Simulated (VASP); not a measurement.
# TePb (Fm-3m) in VASP: further runs, part 2 of 2

VASP 6.6.1. Earlier steps stand in the parts before.

### Step 3. Single point, PBEsol

This run uses another cell than the first one: it holds 2 atoms, not 4.

Input file INCAR:

```
PREC = Accurate ; ENCUT = 500
EDIFF = 1E-6 ; ISMEAR = 0
SIGMA = 0.02 ; LREAL = F
LASPH = T ; NELM = 120
ALGO = Normal ; ISIF = 2
LWAVE = F ; LCHARG = F
GGA = PS ; NBANDS = 17
GGA_COMPAT = F
```

Input file KPOINTS:

```
regular mesh
0
Gamma
  8 8 8
```

Input file POSCAR:

```
TePb
1.0
    0.0000000000      3.2215664015      3.2215664015
    3.2215664015      0.0000000000      3.2215664015
    3.2215664015      3.2215664015      0.0000000000
Te Pb
1 1
Direct
    0.5000000000      0.5000000000      0.5000000000
    0.0000000000      0.0000000000      0.0000000000
```

Potentials or basis: VASP PAW PBE potentials, release 64 (Te, Pb_d).

Command:

```console
cat potpaw_PBE.64/Te/POTCAR potpaw_PBE.64/Pb_d/POTCAR > POTCAR
mpirun -np 1 vasp_std > vasp.out
```

OUTCAR:

```text
PREC = Accurate
   ENCUT = 500
   EDIFF = 1E-6
   ISMEAR = 0
   LREAL = F
   LASPH = T
   NELM = 120
   ISIF = 2
   GGA = PS

 ion  position               nearest neighbor table
   1  0.500  0.500  0.500-   2 3.22   2 3.22   2 3.22   2 3.22   2 3.22   2 3.22
   2  0.000  0.000  0.000-   1 3.22   1 3.22   1 3.22   1 3.22   1 3.22   1 3.22

  LATTYP: Found a face centered cubic cell.
 ALAT       =     6.4431328030

  Lattice vectors:

 A1 = (   0.0000000000,   3.2215664015,   3.2215664015)
 A2 = (   3.2215664015,   0.0000000000,   3.2215664015)
 A3 = (   3.2215664015,   3.2215664015,   0.0000000000)

Analysis of symmetry for initial positions (statically):
=====================================================================
 Subroutine PRICEL returns:
 Original cell was already a primitive cell.

 Routine SETGRP: Setting up the symmetry group for a
 face centered cubic supercell.

 Subroutine GETGRP returns: Found 48 space group operations
 (whereof 48 operations were pure point group operations)
 out of a pool of 48 trial point group operations.

The static configuration has the point symmetry O_h .

Analysis of symmetry for dynamics (positions and initial velocities):
=====================================================================
 Subroutine PRICEL returns:
 Original cell was already a primitive cell.

 Routine SETGRP: Setting up the symmetry group for a
 face centered cubic supercell.

 Subroutine GETGRP returns: Found 48 space group operations
 (whereof 48 operations were pure point group operations)
 out of a pool of 48 trial point group operations.

The dynamic configuration has the point symmetry O_h .

 Subroutine INISYM returns: Found 48 space group operations
 (whereof 48 operations are pure point group operations),
 and found     1 'primitive' translations

[... 105 lines left out ...]
   NELECT =      20.0000    total number of electrons
   NUPDOWN=      -1.0000    fix difference up-down
   EMIN   =  10.00;   EMAX   =-10.00  energy-range for DOS
   EFERMI =   0.00;   METHOD = LEGACY
   ISMEAR =     0;   SIGMA  =   0.02  broadening in eV -4-tet -1-fermi 0-gaus
   EFERMI_NEDOS =   21; number of points for ismear=-14 and -15
   IALGO  =     38    algorithm
   IMIX   =      4    mixing-type and parameters
     AMIX     =   0.40;   BMIX     =  1.00
     AMIX_MAG =   1.60;   BMIX_MAG =  1.00
  volume/ion in A,a.u.               =      33.43       225.63
  Fermi-wavevector in a.u.,A,eV,Ry     =   1.094816  2.068902 16.308239  1.198622
  Thomas-Fermi vector in A             =   2.231128
   LORBIT       =      0    0 simple, 1 ext, 2 COOP (PROOUT), +10 PAW based schemes
   GGA     = PS    functional components
   LHFCALC =     F    Hartree Fock is set to
   AEXX    =    0.0000 exact exchange contribution
   IVDW    =     0    specifies the selected vdW correction
   LEPSILON=     F    determine dielectric tensor
   LRPA    =     F    only Hartree local field effects (RPA)
 non-spin polarized calculation
 Gauss-broadening in eV      SIGMA  =   0.02
  energy-cutoff  :      500.00
  volume of cell :       66.87
 maximum number of plane-waves:      1719
 NGX is ok and might be reduce to    36

 number of electron      20.0000002 magnetization

 Free energy of the ion-electron system (eV)
  ---------------------------------------------------
  ext. energy  EPLUGINS =         0.00000000
  ---------------------------------------------------
  free energy    TOTEN  =        -8.25901050 eV

  energy without entropy =       -8.25901050  energy(sigma->0) =       -8.25901050

 E-fermi :   5.7061     XC(G=0):  -9.5096

 val. band max:        5.5746779660   @ k =   0.5000   0.0000   0.0000
 cond. band min:       6.2245110315   @ k =   0.5000   0.0000   0.0000
 fundamental gap:      0.6498330655
 Fermi energy:         5.7060912900

 k-point     1 :       0.0000    0.0000    0.0000
  band No.  band energies     occupation
      1     -11.0694      2.00000
      2     -11.0694      2.00000
      3     -11.0578      2.00000
      4     -11.0578      2.00000
      5     -11.0578      2.00000
      6      -6.5334      2.00000
[... 457 lines left out ...]
      4     -11.0454      2.00000
      5     -11.0367      2.00000
      6      -4.8705      2.00000
[... 9 lines left out ...]
     16      15.3653      0.00000
     17      15.6302      0.00000

 [... further k-points ...]
[... 5 lines left out ...]
  --------------------------------------------------------------------------------------
  -------------------------------------------------------------------------------------
  Total       -0.0128604     -0.0128604     -0.0128604     -0.0000000      0.0000000      0.0000000
  in kB       -0.3081289     -0.3081289     -0.3081289     -0.0000000      0.0000000      0.0000000
  external PRESSURE =      -0.3081289 kB  Pullay stress =       0.0000000 kB

 VOLUME and BASIS-vectors are now :
 -----------------------------------------------------------------------------
  energy-cutoff  :      500.00
  volume of cell :       66.87
      direct lattice vectors                 reciprocal lattice vectors
     0.000000000  3.221566402  3.221566402    -0.155204003  0.155204003  0.155204003
     3.221566402  0.000000000  3.221566402     0.155204003 -0.155204003  0.155204003
     3.221566402  3.221566402  0.000000000     0.155204003  0.155204003 -0.155204003

 POSITION                                       TOTAL-FORCE (eV/Angst)
 -----------------------------------------------------------------------------------
      3.22157      3.22157      3.22157         0.000000      0.000000     -0.000000
      0.00000      0.00000      0.00000         0.000000      0.000000      0.000000
 -----------------------------------------------------------------------------------
    total drift:                               -0.000000      0.000000      0.000000

  FREE ENERGIE OF THE ION-ELECTRON SYSTEM (eV)
  ---------------------------------------------------
  free  energy   TOTEN  =        -8.2590105002 eV

  energy  without entropy=       -8.2590105002  energy(sigma->0) =       -8.25901050
```

It took 31 s on 1 thread of Intel Xeon 6975P-C, shared host; peak memory 0.21 GiB.

What came out:

```
Free energy            : -8.2590 eV
Pressure               : 0.0 GPa
Band gap on the k mesh : 0.65 eV, direct
```

Caveat: the PAW data sets were made with another functional, which shifts forces and pressure a little; spin-orbit coupling is left out, which moves the levels of the heavy elements.

### Step 4. Against experiment

Step 2. Against the measured gap of TePb, 0.19 eV (direct; 4.2 K; a printed reference work, monograph), the calculated 0.65 eV is off by +0.46 eV. Spin-orbit coupling on Pb, Te is left out. The value is that of PBEsol on a finite k mesh, which can miss the band edges, without temperature or zero-point motion.

Step 3. A measured gap of TePb is 0.19 eV (direct; 4.2 K; a printed reference work, monograph); the calculated 0.65 eV misses it by +0.46 eV. Spin-orbit coupling on Pb, Te is left out. The value is that of PBEsol on a finite k mesh, which can miss the band edges, without temperature or zero-point motion.
